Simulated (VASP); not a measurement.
Wanted: the native input for a VASP 6.6.1 run.

```
Task                   : relaxation of cell and atoms
Functional             : LDA
Potentials or basis    : VASP PAW LDA potentials, release 64 (B, N)
Cutoff                 : 600 eV
k mesh                 : 10 × 10 × 10
Occupations            : fermi-dirac, width 0.05 eV
Spin                   : no spin polarisation
Further INCAR settings : ALGO = Fast; EDIFF = 1e-06; IBRION = 2; EDIFFG = -0.02; NSW = 60; ISIF = 3
```

The structure of BN lies in POSCAR:

```
BN
1.0
    0.0000000000      1.8075000000      1.8075000000
    1.8075000000      0.0000000000      1.8075000000
    1.8075000000      1.8075000000      0.0000000000
B N
1 1
Direct
    0.0000000000      0.0000000000      0.0000000000
    0.2500000000      0.2500000000      0.2500000000
```

The cell was built by a generator and needn't be a form met in nature.

These files were run (other wordings do the same):

INCAR

```
PREC = Accurate ; ENCUT = 600
EDIFF = 1E-6 ; ISMEAR = -1
SIGMA = 0.05 ; LREAL = False
LASPH = True ; NELM = 100
ALGO = Fast ; ISIF = 3
LWAVE = False ; LCHARG = False
GGA = CA ; IBRION = 2
NSW = 60 ; EDIFFG = -0.02
KPAR = 4
```

KPOINTS

```
Automatic mesh
0
Gamma
  10 10 10
```

Potentials or basis: VASP PAW LDA potentials, release 64 (B, N).

Launch:

```sh
$ cat potpaw_LDA.64/B/POTCAR potpaw_LDA.64/N/POTCAR > POTCAR
$ mpirun -np 4 vasp_std > vasp.out
```

Results of the run:

```
Relaxed volume                         : 5.75 Å³/atom
Relaxed cell                           : a = 2.533 Å, b = 2.533 Å, c = 2.533 Å, α = 60.00°, β = 60.00°, γ = 60.00°
Space group after relaxing (to 0.05 Å) : F-43m (No. 216)
Energy gained by relaxing              : 5.2 meV/atom
Ionic steps                            : 3
Pressure after relaxing                : -0.1 GPa
Band gap on the k mesh                 : 4.38 eV, indirect (least direct gap 8.81 eV)
```

Wall time 3.5 s on 4 MPI ranks on Intel(R) Xeon(R) Platinum 8488C (Sapphire Rapids) (shared host), peak memory 0.12 GiB a rank.
